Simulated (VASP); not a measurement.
# SrCl2 (Fm-3m) in VASP: density of states with r2SCAN

Aim: the density of states of SrCl2 with r2SCAN.

All numbers are computed with VASP 6.6.1; they aren't measurements. Logs are shortened: lines on timing, memory, paths and dates and some standing lists are left out, and cuts for length are marked.

**1. Starting point**

The structure is cubic, space group Fm-3m (No. 225). The conventional cell has a = 7.085 Å, b = 7.085 Å, c = 7.085 Å, α = 90.00°, β = 90.00°, γ = 90.00°. Sr (site symmetry m-3m) has 8 Cl at 3.07 Å as nearest neighbours. Around Cl (site symmetry -43m) lie 4 Sr at 3.07 Å.

**2. Density of states, r2SCAN**

POSCAR reads:

```
SrCl2
1.0
    0.0000000000      3.5423570000      3.5423570000
    3.5423570000      0.0000000000      3.5423570000
    3.5423570000      3.5423570000      0.0000000000
Sr Cl
1 2
Direct
    0.0000000000      0.0000000000      0.0000000000
    0.2500000000      0.2500000000      0.2500000000
    0.7500000000      0.7500000000      0.7500000000
```

INCAR.step1 reads:

```
SYSTEM = SrCl2
PREC = Accurate
ENCUT = 520
ISMEAR = -5
SIGMA = 0.0443
LREAL = .False.
LASPH = .True.
NELM = 80
NBANDS = 19
GGA = PE
ALGO = Normal
EDIFF = 1E-4
LWAVE = .True.
LCHARG = .False.
```

INCAR.step2 reads:

```
SYSTEM = SrCl2
PREC = Accurate
ENCUT = 520
EDIFF = 1E-6
ISMEAR = -5
SIGMA = 0.0443
LREAL = .False.
LASPH = .True.
NELM = 80
ALGO = Normal
ISIF = 2
LWAVE = .False.
LCHARG = .False.
METAGGA = R2SCAN
LMIXTAU = .True.
LORBIT = 10
NBANDS = 19
NEDOS = 1001
ISTART = 1
```

KPOINTS reads:

```
regular mesh
0
Gamma
  6 6 6
  0 0 0
```

Potentials or basis: VASP PAW PBE potentials, release 64 (Sr_sv, Cl).

The run is started by

```
$ cat potpaw_PBE.64/Sr_sv/POTCAR potpaw_PBE.64/Cl/POTCAR > POTCAR
$ cp INCAR.step1 INCAR
$ mpirun -np 1 vasp_std > vasp.out
$ cp INCAR.step2 INCAR
$ mpirun -np 1 vasp_std > vasp.out
```

OUTCAR:

```text
SYSTEM = SrCl2
   PREC = Accurate
   ENCUT = 520
   EDIFF = 1E-6
   ISMEAR = -5
   LREAL = .False.
   LASPH = .True.
   NELM = 80
   ISIF = 2
   METAGGA = R2SCAN
   LORBIT = 10
   ISTART = 1

 ion  position               nearest neighbor table
   1  0.000  0.000  0.000-   3 3.07   2 3.07   3 3.07   2 3.07   3 3.07   3 3.07   2 3.07   2 3.07

   2  0.250  0.250  0.250-   1 3.07   1 3.07   1 3.07   1 3.07
   3  0.750  0.750  0.750-   1 3.07   1 3.07   1 3.07   1 3.07

  LATTYP: Found a face centered cubic cell.
 ALAT       =     7.0847140000

  Lattice vectors:

 A1 = (   0.0000000000,   3.5423570000,   3.5423570000)
 A2 = (   3.5423570000,   0.0000000000,   3.5423570000)
 A3 = (   3.5423570000,   3.5423570000,   0.0000000000)

Analysis of symmetry for initial positions (statically):
=====================================================================
 Subroutine PRICEL returns:
 Original cell was already a primitive cell.

 Routine SETGRP: Setting up the symmetry group for a
 face centered cubic supercell.

 Subroutine GETGRP returns: Found 48 space group operations
 (whereof 48 operations were pure point group operations)
 out of a pool of 48 trial point group operations.

The static configuration has the point symmetry O_h .

Analysis of symmetry for dynamics (positions and initial velocities):
=====================================================================
 Subroutine PRICEL returns:
 Original cell was already a primitive cell.

 Routine SETGRP: Setting up the symmetry group for a
 face centered cubic supercell.

 Subroutine GETGRP returns: Found 48 space group operations
 (whereof 48 operations were pure point group operations)
 out of a pool of 48 trial point group operations.

The dynamic configuration has the point symmetry O_h .

 Subroutine INISYM returns: Found 48 space group operations
 (whereof 48 operations are pure point group operations),
 and found     1 'primitive' translations

----------------------------------------------------------------------------------------

                                     Primitive cell

  volume of cell :      88.9011

[... 86 lines left out ...]
   NSW    =      0    number of steps for IOM
   IBRION =     -1    ionic relax: 0-MD 1-quasi-New 2-CG
   NFREE  =      0    steps in history (QN), initial steepest desc. (CG)
   ISIF   =      2    stress and relaxation
   ISYM   =      2    0-nonsym 1-usesym 2-fastsym
   POTIM  = 0.5000    time-step for ionic-motion
   TEBEG  =    0.0;   TEEND  =   0.0 temperature during run
   PSTRESS=    0.0 pullay stress
   NELECT =      24.0000    total number of electrons
   NUPDOWN=      -1.0000    fix difference up-down
   EMIN   =  10.00;   EMAX   =-10.00  energy-range for DOS
   EFERMI =   0.00;   METHOD = LEGACY
   ISMEAR =    -5;   SIGMA  =   0.04  broadening in eV -4-tet -1-fermi 0-gaus
   EFERMI_NEDOS =   21; number of points for ismear=-14 and -15
   IALGO  =     38    algorithm
   IMIX   =      4    mixing-type and parameters
     AMIX     =   0.40;   BMIX     =  1.00
     AMIX_MAG =   1.60;   BMIX_MAG =  1.00
  volume/ion in A,a.u.               =      29.63       199.98
  Fermi-wavevector in a.u.,A,eV,Ry     =   1.058058  1.999440 15.231549  1.119487
  Thomas-Fermi vector in A             =   2.193354
   LORBIT       =     10    0 simple, 1 ext, 2 COOP (PROOUT), +10 PAW based schemes
   METAGGA = R2SCAN    functional components
   LHFCALC =     F    Hartree Fock is set to
   AEXX    =    0.0000 exact exchange contribution
   IVDW    =     0    specifies the selected vdW correction
   LEPSILON=     F    determine dielectric tensor
   LRPA    =     F    only Hartree local field effects (RPA)
 non-spin polarized calculation
 Fermi weights with tetrahedron method with Bloechl corrections
  energy-cutoff  :      520.00
  volume of cell :       88.90
 maximum number of plane-waves:      2421
 NGX is ok and might be reduce to    40
   NGX = 19   NGY = 19   NGZ = 19

 number of electron      23.9999997 magnetization

 Free energy of the ion-electron system (eV)
  ---------------------------------------------------
  ext. energy  EPLUGINS =         0.00000000
  ---------------------------------------------------
  free energy    TOTEN  =       -35.68484542 eV

  energy without entropy =      -35.68484542  energy(sigma->0) =      -35.68484542

 E-fermi :  -0.4814     XC(G=0):  -8.5554

 val. band max:       -0.5155382958   @ k =   0.5000   0.5000   0.0000
 cond. band min:       5.2798453908   @ k =   0.0000   0.0000   0.0000
 fundamental gap:      5.7953836866
 Fermi energy:        -0.4813635009

 k-point     1 :       0.0000    0.0000    0.0000
  band No.  band energies     occupation
      1     -34.6227      2.00000
      2     -15.9735      2.00000
      3     -15.9735      2.00000
      4     -15.9735      2.00000
      5     -14.2617      2.00000
      6     -13.4787      2.00000
[... 329 lines left out ...]
      6     -13.6409      2.00000
[... 11 lines left out ...]
     18       9.5810      0.00000
     19       9.9966      0.00000

------------------------ aborting loop because EDIFF is reached ----------------------------------------

  FORCE on cell =-STRESS in cart. coord.  units (eV):
  Direction    XX          YY          ZZ          XY          YZ          ZX
  --------------------------------------------------------------------------------------
  -------------------------------------------------------------------------------------
  Total       -0.7172222     -0.7172222     -0.7172222      0.0000000      0.0000000      0.0000000
  in kB      -12.9257978    -12.9257978    -12.9257978      0.0000000      0.0000000      0.0000000
  external PRESSURE =     -12.9257978 kB  Pullay stress =       0.0000000 kB

 VOLUME and BASIS-vectors are now :
 -----------------------------------------------------------------------------
  energy-cutoff  :      520.00
  volume of cell :       88.90
      direct lattice vectors                 reciprocal lattice vectors
     0.000000000  3.542357000  3.542357000    -0.141148958  0.141148958  0.141148958
     3.542357000  0.000000000  3.542357000     0.141148958 -0.141148958  0.141148958
     3.542357000  3.542357000  0.000000000     0.141148958  0.141148958 -0.141148958

 POSITION                                       TOTAL-FORCE (eV/Angst)
 -----------------------------------------------------------------------------------
      0.00000      0.00000      0.00000         0.000000     -0.000000      0.000000
      1.77118      1.77118      1.77118         0.000000      0.000000      0.000000
      5.31354      5.31354      5.31354        -0.000000     -0.000000     -0.000000
 -----------------------------------------------------------------------------------
    total drift:                               -0.000000     -0.000000      0.000000

  FREE ENERGIE OF THE ION-ELECTRON SYSTEM (eV)
  ---------------------------------------------------
  free  energy   TOTEN  =       -35.6848454197 eV

  energy  without entropy=      -35.6848454197  energy(sigma->0) =      -35.68484542

 total charge

# of ion       s       p       d       tot
------------------------------------------
    1        1.993   5.859   0.124   7.977
    2        1.598   3.608   0.000   5.207
    3        1.598   3.608   0.000   5.207
--------------------------------------------------
tot          5.190  13.076   0.124  18.391
```

OSZICAR.step1:

```text
N       E                     dE             d eps       ncg     rms          rms(c)
DAV:   1     0.138979182332E+03    0.13898E+03   -0.11338E+04   608   0.112E+03
DAV:   2    -0.396319829196E+01   -0.14294E+03   -0.13946E+03   796   0.216E+02
DAV:   3    -0.127877370200E+02   -0.88245E+01   -0.88000E+01   813   0.541E+01
DAV:   4    -0.130814035547E+02   -0.29367E+00   -0.29316E+00   975   0.853E+00
DAV:   5    -0.130850748918E+02   -0.36713E-02   -0.36711E-02   837   0.922E-01    0.116E+01
DAV:   6    -0.127706054920E+02    0.31447E+00   -0.64281E-01   717   0.441E+00    0.755E+00
DAV:   7    -0.127784187359E+02   -0.78132E-02   -0.35129E-01   822   0.353E+00    0.221E+00
DAV:   8    -0.127870082454E+02   -0.85895E-02   -0.52159E-02   691   0.127E+00    0.380E-01
DAV:   9    -0.127880510194E+02   -0.10428E-02   -0.21708E-03   802   0.266E-01    0.136E-01
DAV:  10    -0.127894077078E+02   -0.13567E-02   -0.10017E-03   655   0.183E-01    0.338E-02
DAV:  11    -0.127894907000E+02   -0.82992E-04   -0.52174E-05   705   0.417E-02
   1 F= -.12789491E+02 E0= -.12789491E+02  d E =0.000000E+00
```

It took 77 s on 1 thread of Intel Xeon Platinum 8375C at 2.90GHz (Ice Lake), shared host; peak memory 0.26 GiB.

What came out:

```
Free energy                                           : -35.6848 eV
Pressure                                              : -1.3 GPa
Band gap on the k mesh                                : 5.80 eV, indirect (least direct gap 6.01 eV)
Valence electrons inside the program's atomic spheres : Sr 7.98; Cl 5.21
```

States per cell in windows of 1 eV (zero at the valence-band top; states under -8 eV left out):
| from (eV) | total | Cl2_p | Cl3_p | Sr1_d | Sr1_p | Sr1_s | Cl2_s |
| --- | --- | --- | --- | --- | --- | --- | --- |
| -8.0 | 0.00 | 0.00 | 0.00 | 0.00 | 0.00 | 0.00 | 0.00 |
| -7.0 | 0.00 | 0.00 | 0.00 | 0.00 | 0.00 | 0.00 | 0.00 |
| -6.0 | 0.00 | 0.00 | 0.00 | 0.00 | 0.00 | 0.00 | 0.00 |
| -5.0 | 0.00 | 0.00 | 0.00 | 0.00 | 0.00 | 0.00 | 0.00 |
| -4.0 | 0.00 | 0.00 | 0.00 | 0.00 | 0.00 | 0.00 | 0.00 |
| -3.0 | 1.17 | 0.31 | 0.31 | 0.01 | 0.01 | 0.01 | 0.00 |
| -2.0 | 5.59 | 1.58 | 1.58 | 0.07 | 0.05 | 0.02 | 0.01 |
| -1.0 | 5.44 | 1.77 | 1.77 | 0.05 | 0.03 | 0.00 | 0.00 |
| 0.0 | 0.00 | 0.00 | 0.00 | 0.00 | 0.00 | 0.00 | 0.00 |
| 1.0 | 0.00 | 0.00 | 0.00 | 0.00 | 0.00 | 0.00 | 0.00 |
| 2.0 | 0.00 | 0.00 | 0.00 | 0.00 | 0.00 | 0.00 | 0.00 |
| 3.0 | 0.00 | 0.00 | 0.00 | 0.00 | 0.00 | 0.00 | 0.00 |
| 4.0 | 0.00 | 0.00 | 0.00 | 0.00 | 0.00 | 0.00 | 0.00 |
| 5.0 | 0.00 | 0.00 | 0.00 | 0.00 | 0.00 | 0.00 | 0.00 |
| 6.0 | 2.06 | 0.04 | 0.04 | 0.54 | 0.01 | 0.02 | 0.01 |
| 7.0 | 3.89 | 0.03 | 0.03 | 1.51 | 0.02 | 0.03 | 0.05 |

Caveat: the PAW data sets were made with another functional, which shifts forces and pressure a little. A k mesh can miss the band edges.
